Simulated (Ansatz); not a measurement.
## Varying the input for Sr

All trials start from this Ansatz input:

```yaml
crystal:
  lattice:
    - [4.3100002207, 0.0, 0.0]
    - [-2.1550001104, 3.7325696814, 0.0]
    - [0.0, 0.0, 7.05]
  atoms:
    - { symbol: Sr, position: [0.3333333333, 0.6666666667, 0.25] }
    - { symbol: Sr, position: [0.6666666667, 0.3333333333, 0.75] }
basis:
  ecutwfc: 420
kpoints:
  mp_grid: { grid: [6, 6, 2] }
hamiltonian:
  xc: pbe
scf:
  occupations: { method: gaussian, width: 0.1 }
output:
  forces: true
  stress: true
  eigenvalues: true
```

Command:

```bash
ansatz run input.yaml --threads 1 --pin off --max-ram 1331MiB --backend cpu --events-out ev --progress --plain --runs-dir out
```

The run converges in 6 SCF iterations on 14 irreducible k-points: pressure -0.19 GPa, no gap.

Settings here are deliberately varied, not converged. Each trial's input is given as a difference from the reference's; energies are extrapolated to zero smearing where there is one, and pressure is positive in compression. Charged cells sit in a uniform background, and their pressures hang on that convention.

Trial 1:

```diff
 kpoints:
+  band_path: { path: [VBM, CBM], npoints: 5 }
```

The run converges in 6 SCF iterations on 14 irreducible k-points: the reference's energy to 0.01 meV per atom, pressure -0.19 GPa, no gap.

Trial 2:

```diff
+total_charge: 1
 kpoints:
+  band_path: { path: [VBM, CBM], npoints: 5 }
```

The run converges in 7 SCF iterations on 14 irreducible k-points: pressure 3.47 GPa (with the neutralising background of the charged cell), no gap.

Trial 3:

```diff
 hamiltonian:
+  dispersion: d4
```

The run converges in 6 SCF iterations on 14 irreducible k-points: pressure -0.55 GPa, no gap.

Trial 4:

```diff
 scf:
-  occupations: { method: gaussian, width: 0.1 }
+  occupations: { method: fermi_dirac, width: "3000 K" }
```

The run converges in 6 SCF iterations on 14 irreducible k-points: energy 35.2 meV per atom below the reference (the smearing is far too wide for the extrapolation to zero width), pressure -0.26 GPa, no gap.

Trial 5 (one atom moved):

```diff
 crystal:
   atoms:
-    - { symbol: Sr, position: [0.3333333333, 0.6666666667, 0.25] }
+    - { symbol: Sr, position: [0.3601245277, 0.7202490555, 0.25] }
+total_charge: 2
 basis:
-  ecutwfc: 420
+  ecutwfc: 360
 kpoints:
-  mp_grid: { grid: [6, 6, 2] }
+  mp_grid: { grid: [3, 3, 1] }
 scf:
+  mixing: { algorithm: anderson, beta: 0.4, ndim: 6 }
+  max_iter: 82
```

The run converges in 11 SCF iterations on 4 irreducible k-points: pressure 7.24 GPa (with the neutralising background of the charged cell), largest force 0.070 eV/Å, no gap. It warns that the cutoff lies under the recommended one, 420 eV for these potentials.

Trial 6:

```diff
 kpoints:
-  mp_grid: { grid: [6, 6, 2] }
+  mp_grid: { kspacing: 0.4 }
 hamiltonian:
-  xc: pbe
+  xc: lda
```

The run converges in 6 SCF iterations on 10 irreducible k-points: pressure -1.56 GPa, no gap.

Trial 7:

```diff
 hamiltonian:
-  xc: pbe
+  xc: pbesol
 scf:
+  mixing: { algorithm: anderson, beta: 0.5, ndim: 4, globalisation: backtrack }
+  max_iter: 61
```

The run converges in 6 SCF iterations on 14 irreducible k-points: pressure -0.76 GPa, no gap.

Trial 8 (strained):

```diff
 crystal:
   lattice:
-    - [4.3100002207, 0.0, 0.0]
-    - [-2.1550001104, 3.7325696814, 0.0]
-    - [0.0, 0.0, 7.05]
+    - [4.302806489, -0.0250979513, -0.0719820616]
+    - [-2.1731387079, 3.6811758389, 0.0141751503]
+    - [-0.1177432734, -0.0412053815, 7.0660029788]
 hamiltonian:
-  xc: pbe
+  xc: lda
```

The run converges in 6 SCF iterations on 40 irreducible k-points: pressure -1.36 GPa, largest force 0.014 eV/Å, no gap.

Trial 9:

```diff
 crystal:
   atoms:
-    - { symbol: Sr, position: [0.6666666667, 0.3333333333, 0.75] }
+    - { symbol: Sr, position: [0.6666666667, 0.3333333333, 0.75], spin: 5.0 }
 basis:
-  ecutwfc: 420
+  ecutwfc: 260
 kpoints:
-  mp_grid: { grid: [6, 6, 2] }
+  mp_grid: { grid: [3, 3, 2] }
 scf:
+  lower_state_search: "off"
+  convergence: { dr2_threshold: "1e-9 eV" }
 output:
+  populations: true
+magnetization:
+  spin_polarized: true
+  magnetic_field: 100
+accuracy: low
```

The run converges in 44 SCF iterations on 6 irreducible k-points: pressure -0.40 GPa, no gap, cell moment 1.11 μB (in the typed magnetic field). It warns that the cutoff lies under the recommended one, 420 eV for these potentials; that the SCF threshold is loose for the stress.

Trial 10:

```diff
 kpoints:
-  mp_grid: { grid: [6, 6, 2] }
+  mp_grid: { grid: [2, 6, 3], shift: [0.5, 0.5, 0.5] }
 hamiltonian:
-  xc: pbe
+  xc: rpbe
```

The run converges in 6 SCF iterations on 12 irreducible k-points: pressure 0.81 GPa, largest force 0.026 eV/Å. It warns that the mesh lowers the symmetry. Forces of RPBE on these PAW sets can be off by 10 %.